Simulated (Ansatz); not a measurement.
## SiC (F-43m) on a mismatched substrate

```yaml
crystal:
  lattice:
    - [2.17841, 2.17841, 0.00000]
    - [-2.17841, 2.17841, 0.00000]
    - [0.00000, 2.17841, 2.17841]
  atoms:
    - { symbol: Si, position: [0.00000, 0.00000, 0.00000] }
    - { symbol: C, position: [0.75000, 0.25000, 0.50000] }
```

This cell was relaxed by PAW under PBEsol. A film on a (001) substrate is mimicked by stretching x and y by ε∥; the length along z and the atoms then relax by PAW (default files of Ansatz 0.2.0, cutoff 420 eV, stress met within about 0.05 GPa). Stress and levels come from PBEsol, all-electron LAPW in Ansatz 0.2.0, scalar-relativistic; k mesh 10×10×10, fixed occupations, basis error target 0.5 meV/atom. Conduction levels are in eV over the valence top, at fixed fractional wave vectors.

```csv
ε∥ (%),ε⊥ (%),"σ∥ (GPa, tension positive)",X ⊥ z,X ∥ z,L (oblique),Γ,2nd valence level at Γ,3rd
-2.0,1.374,-9.16,1.038,1.354,5.395,6.408,0.000,-0.244
-1.0,?,?,?,?,?,?,?,?
-0.5,0.350,-2.13,1.192,1.271,5.407,6.245,0.000,-0.059
0.0,0.000,0.06,1.243,1.243,5.375,6.189,0.000,0.000
0.5,-0.355,2.17,1.237,1.160,5.272,6.076,-0.057,-0.057
1.0,-0.714,4.21,1.233,1.078,5.160,5.964,-0.113,-0.113
2.0,-1.445,8.09,1.227,0.920,4.913,5.743,-0.219,-0.219
```

The last two columns are counted from the highest valence level at Γ.

Task: How does the film contract along z, and how stiff is it in the plane?

Result: Quadratic fits through the 6 rows shown have slopes dε⊥/dε∥ = -0.705 and dσ∥/dε∥ = 431.1 GPa at zero strain. Elasticity asks −2C12/C11 = -0.706 and C11 + C12 − 2C12²/C11 = 430.0 GPa, from PAW constants C11 = 389.6, C12 = 137.4 GPa. At the level of the σ∥ column the films keep up to 0.02 GPa along z against the unstrained cell, and the constants are scalar-relativistic PAW values, so part of the difference is the change of level.

Task: Which shear deformation potential b does the valence splitting give?

Result: Without spin-orbit coupling the single level moves against the pair by 3b(ε⊥ − ε∥): -0.0586 eV at ε⊥ − ε∥ = 0.00850 and 0.0570 eV at -0.00855, so b = -2.26 eV.

Task: And the uniaxial potential of the lowest valleys?

Result: The valley along z moves against those in the plane by Ξu(ε⊥ − ε∥): from 0.0781 to -0.0776 eV between the two smallest strains, so Ξu = 9.13 eV.

Task: Fill the row at ε∥ = -1.0 %.

Result: The fits give ε⊥ = 0.696 % and σ∥ = -4.40 GPa. Computed: ε⊥ (%) = 0.695, σ∥ (GPa, tension positive) = -4.39, X ⊥ z = 1.141, X ∥ z = 1.298, L (oblique) = 5.421, Γ = 6.300, 2nd valence level at Γ = 0.000, 3rd = -0.119. The levels have a kink at zero strain, where another valence state takes the top, so one parabola doesn't fit them.

Task: What is the slope of the gap under small compression and under small tension?

Result: dE_g/dε∥ is 102 meV per % on the compressed side and -167 on the stretched side, so the gap falls either way. The lowest conduction level lies at X ⊥ z under the strongest compression and at X ∥ z under the strongest tension.

Caveats: the frozen-core PAW files of the relaxations were fitted under PBE, their cores solved anew for this functional; semilocal gaps are low, and the spacing of valleys can be off by tenths of an eV; levels are read at fixed fractional k, so an edge that moves off these points is missed.
